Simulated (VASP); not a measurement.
# IrO2: relaxation of cell and atoms with PBEsol

The system is IrO2.

```
CELL_PARAMETERS angstrom
4.50510 0.00000 0.00000
0.00000 4.50510 0.00000
0.00000 0.00000 3.15860
ATOMIC_POSITIONS crystal
Ir 0.00000 0.00000 0.00000
Ir 0.50000 0.50000 0.50000
O 0.30770 0.30770 0.00000
O 0.19230 0.80770 0.50000
O 0.69230 0.69230 0.00000
O 0.80770 0.19230 0.50000
```

```json
{
 "Program": "VASP 6.6.1",
 "Task": "relaxation of cell and atoms",
 "Functional": "PBEsol",
 "Potentials or basis": "VASP PAW PBE potentials, release 64 (Ir, O)",
 "Cutoff": "600 eV",
 "k mesh": "8 × 8 × 12",
 "Occupations": "methfessel-paxton, width 0.1 eV",
 "Spin": "no spin polarisation",
 "Further INCAR settings": "ALGO = Normal; EDIFF = 1e-06; IBRION = 2; EDIFFG = -0.01; NSW = 90; ISIF = 3"
}
```

| Item | Value |
| --- | --- |
| Relaxed volume | 10.60 Å³/atom |
| Relaxed cell | a = 4.485 Å, b = 4.485 Å, c = 3.164 Å, α = 90.00°, β = 90.00°, γ = 90.00° |
| Space group after relaxing (to 0.05 Å) | P4_2/mnm (No. 136) |
| Energy gained by relaxing | 1.0 meV/atom |
| Ionic steps | 9 |
| Pressure after relaxing | -0.1 GPa |
| Largest force after relaxing | 0.008 eV/Å |
| Band gap on the k mesh | none (metal or under the smearing width) |

Forces on the atoms (eV/Å):
```
Ir   0.000  0.000  0.000
Ir   0.000  0.000  0.000
O   -0.005 -0.005  0.000
O    0.005 -0.005  0.000
O    0.005  0.005  0.000
O   -0.005  0.005  0.000
```

Stress tensor (GPa, compression positive):
```
-0.12  0.00  0.00
 0.00 -0.12  0.00
 0.00  0.00  0.02
```

Step by step:
```csv
step,energy change (eV),largest force (eV/Å),pressure (GPa),volume (Å³)
1,0.0000,0.1510,-2.07,64.11
2,0.0064,0.1025,4.22,62.84
3,-0.0041,0.0571,0.31,63.61
4,-0.0058,0.0206,0.08,63.60
5,-0.0059,0.0114,0.03,63.59
6,-0.0059,0.0124,0.05,63.59
7,-0.0059,0.0166,0.06,63.59
8,-0.0059,0.0130,0.05,63.59
9,-0.0059,0.0077,-0.07,63.62
```

Final structure:
```
CELL_PARAMETERS angstrom
4.48452 0.00000 0.00000
0.00000 4.48452 0.00000
0.00000 0.00000 3.16360
ATOMIC_POSITIONS crystal
Ir 0.00000 0.00000 0.00000
Ir 0.50000 0.50000 0.50000
O 0.30888 0.30888 0.00000
O 0.19112 0.80888 0.50000
O 0.69112 0.69112 0.00000
O 0.80888 0.19112 0.50000
```

Levels at points of the mesh, in eV from the Fermi level:
| k point | band 17 | band 18 | band 19 | band 20 | band 21 | band 22 | band 23 | band 24 | band 25 |
| --- | --- | --- | --- | --- | --- | --- | --- | --- | --- |
| (0.00, 0.00, 0.00) | -2.49 | -2.49 | -2.39 | -2.32 | -2.23 | 0.74 | 1.26 | 4.13 | 4.18 |
| (0.50, 0.00, 0.00) | -1.65 | -1.65 | -1.33 | -1.33 | -0.31 | -0.31 | 3.57 | 3.57 | 3.63 |
| (0.50, 0.50, 0.00) | -2.53 | -2.53 | -2.44 | -2.44 | 0.21 | 0.21 | 2.50 | 2.50 | 4.17 |
| (0.00, 0.00, 0.50) | -1.96 | -1.96 | -0.69 | -0.69 | 0.27 | 0.27 | 2.24 | 2.24 | 2.75 |
| (0.50, 0.00, 0.50) | -2.82 | -2.82 | -1.82 | -1.82 | 0.55 | 0.55 | 1.11 | 1.11 | 4.56 |
| (0.50, 0.50, 0.50) | -1.86 | -1.86 | -1.25 | -1.25 | -0.49 | -0.49 | 2.20 | 2.20 | 3.21 |

Run time: 110 s on 4 MPI ranks on Intel(R) Xeon(R) Platinum 8488C (Sapphire Rapids) (shared host), peak memory 0.31 GiB a rank.

Caveat: the PAW data sets were made with another functional, which shifts forces and pressure a little. The run has no spin-orbit coupling, so splittings on Ir are missing.
